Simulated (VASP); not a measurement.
A run of VASP 6.6.1 is set up as follows.

POSCAR

```
Si
1.0
    0.0000000000      2.7135600000      2.7135600000
    2.7135600000      0.0000000000      2.7135600000
    2.7135600000      2.7135600000      0.0000000000
Si
2
Direct
    0.7500000000      0.7500000000      0.7500000000
    0.5000000000      0.5000000000      0.5000000000
```

The input INCAR.step1:

```
ALGO     = Normal         # electronic algorithm
EDIFF    = 1E-6           # SCF threshold, eV
ENCUT    = 520            # plane-wave cutoff, eV
GGA      = PE             # functional
ISIF     = 2              # what is computed and relaxed
ISMEAR   = 0              # smearing method
LASPH    = T              # aspherical terms in the spheres
LCHARG   = T              # write CHGCAR
LREAL    = F              # projectors in reciprocal space
LWAVE    = F              # write WAVECAR
NELM     = 80             # most SCF steps
PREC     = Accurate       # precision mode
SIGMA    = 0.02           # smearing width, eV
```

The input KPOINTS.step1:

```
k-points
0
Gamma
  10 10 10
```

The input INCAR.step2:

```
ALGO     = Normal         # electronic algorithm
EDIFF    = 1E-6           # SCF threshold, eV
ENCUT    = 520            # plane-wave cutoff, eV
GGA      = PE             # functional
ICHARG   = 11             # starting density
ISIF     = 2              # what is computed and relaxed
ISMEAR   = 0              # smearing method
LASPH    = T              # aspherical terms in the spheres
LCHARG   = F              # write CHGCAR
LREAL    = F              # projectors in reciprocal space
LWAVE    = F              # write WAVECAR
NELM     = 80             # most SCF steps
PREC     = Accurate       # precision mode
SIGMA    = 0.05           # smearing width, eV
```

KPOINTS.step2

```
path GXWKGLUWLK,UX
10
line-mode
reciprocal
 0.0000000000  0.0000000000  0.0000000000  G
 0.5000000000  0.0000000000  0.5000000000  X

 0.5000000000  0.0000000000  0.5000000000  X
 0.5000000000  0.2500000000  0.7500000000  W

 0.5000000000  0.2500000000  0.7500000000  W
 0.3750000000  0.3750000000  0.7500000000  K

 0.3750000000  0.3750000000  0.7500000000  K
 0.0000000000  0.0000000000  0.0000000000  G

 0.0000000000  0.0000000000  0.0000000000  G
 0.5000000000  0.5000000000  0.5000000000  L

 0.5000000000  0.5000000000  0.5000000000  L
 0.6250000000  0.2500000000  0.6250000000  U

 0.6250000000  0.2500000000  0.6250000000  U
 0.5000000000  0.2500000000  0.7500000000  W

 0.5000000000  0.2500000000  0.7500000000  W
 0.5000000000  0.5000000000  0.5000000000  L

 0.5000000000  0.5000000000  0.5000000000  L
 0.3750000000  0.3750000000  0.7500000000  K

 0.6250000000  0.2500000000  0.6250000000  U
 0.5000000000  0.0000000000  0.5000000000  X
```

Potentials or basis: VASP PAW PBE potentials, release 64 (Si).

Run with:

```sh
$ cat potpaw_PBE.64/Si/POTCAR > POTCAR
$ cp INCAR.step1 INCAR
$ cp KPOINTS.step1 KPOINTS
$ mpirun -np 1 vasp_std > vasp.out
$ cp INCAR.step2 INCAR
$ cp KPOINTS.step2 KPOINTS
$ mpirun -np 1 vasp_std > vasp.out
```

Problem. Predict the band gap on the k mesh.

Solution. 0.58 eV, indirect (least direct gap 2.57 eV).

Problem. Predict the band gap along the path.

Solution. 0.58 eV, indirect (least direct gap 2.57 eV).

Levels at the corners of the path, in eV from the valence-band top:
```tsv
point	band 1	band 2	band 3	band 4	band 5	band 6	band 7	band 8
Γ	-11.97	0.00	0.00	0.00	2.57	2.57	2.57	3.40
X	-7.82	-7.82	-2.85	-2.85	0.71	0.71	10.13	10.14
X	-7.82	-7.82	-2.85	-2.85	0.71	0.71	10.13	10.13
W	-7.65	-7.65	-3.86	-3.86	4.27	4.27	5.01	5.01
W	-7.65	-7.65	-3.86	-3.86	4.27	4.27	5.01	5.01
K	-8.23	-7.23	-4.31	-2.43	1.20	4.13	7.48	8.02
K	-8.23	-7.23	-4.31	-2.43	1.20	4.13	7.48	8.02
Γ	-11.97	0.00	0.00	0.00	2.57	2.57	2.57	3.40
Γ	-11.97	0.00	0.00	0.00	2.57	2.57	2.57	3.40
L	-9.63	-6.97	-1.20	-1.20	1.55	3.34	3.34	7.73
L	-9.63	-6.97	-1.20	-1.20	1.55	3.34	3.34	7.73
U	-8.23	-7.23	-4.31	-2.43	1.20	4.13	7.48	8.02
U	-8.23	-7.23	-4.31	-2.43	1.20	4.13	7.48	8.02
W	-7.65	-7.65	-3.86	-3.86	4.27	4.27	5.01	5.01
W	-7.65	-7.65	-3.86	-3.86	4.27	4.27	5.01	5.01
L	-9.63	-6.97	-1.20	-1.20	1.55	3.34	3.34	7.73
L	-9.63	-6.97	-1.20	-1.20	1.55	3.34	3.34	7.73
K	-8.23	-7.23	-4.31	-2.43	1.20	4.13	7.48	8.02
U	-8.23	-7.23	-4.31	-2.43	1.20	4.13	7.48	8.03
X	-7.82	-7.82	-2.85	-2.85	0.71	0.71	10.13	10.15
```

Caveat: the log is that of the step along the path at fixed density, whose energy, stress, charges and moments have no meaning. As with any semilocal functional, this PBE gap is likely too small.
